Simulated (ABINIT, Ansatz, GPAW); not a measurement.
**Si: band gap by level of theory**

Symmetry: I4/mmm, No. 139, tetragonal system. Conventional cell: a = 6.651 Å, b = 6.651 Å, c = 3.845 Å, α = 90.00°, β = 90.00°, γ = 90.00°. Si (site symmetry m2m) has 4 Si at 2.34 to 2.38 Å as nearest neighbours.

This isn't the form of Si at room conditions, which is diamond.

```tsv
rung	level	program and potentials	cutoff (eV)	k mesh	smearing	core time	chip	band gap (eV)	notes
LDA	LDA	Ansatz, all-electron LAPW, scalar-relativistic	-	8 × 8 × 8	fermi-dirac 0.05	24 s	Arm Neoverse V2	0.15	-
GGA	PBEsol	Ansatz, all-electron LAPW, scalar-relativistic	-	8 × 8 × 8	fermi-dirac 0.05	25 s	Arm Neoverse V2	0.16	-
LDA	LDA	ABINIT, JTH PAW LDA v2.0	408	8 × 8 × 8	fermi-dirac 0.05	1.8 min	Arm Neoverse V2	0.16	-
LDA	LDA	GPAW, the program's PAW data sets (release 1.2.1) made for this functional	600	7 × 7 × 7	fermi-dirac 0.05	2.4 min	Arm Neoverse V1	0.15	from the band path
meta-GGA	r2SCAN	GPAW, GPAW PAW data sets (gpaw-data 1.2.1)	600	7 × 7 × 7	fermi-dirac 0.05	6.9 min	Arm Neoverse V2	0.38	potentials made for PBE; from the band path
```

Times are single runs on shared hosts and different chips, so they are rough; meshes, cutoffs and the tasks' sizes weigh on the time. Task: band structure. All rows: no spin polarisation. Gaps are the least found on the k mesh or the band path, and a mesh can miss the band edges. Smearing widths are in eV. Meshes differ between rows, which moves values too. All levels ran on this one cell, unrelaxed unless noted. Meshes are those of the run's cell of 4 atoms unless a note names another. Runs on faulty files, with rough fits or with known faults for this quantity aren't shown. PBE isn't shown for this crystal. No row holds spin-orbit coupling.

By rung: LDA 0.15 to 0.16; GGA 0.16; meta-GGA 0.38 (eV).
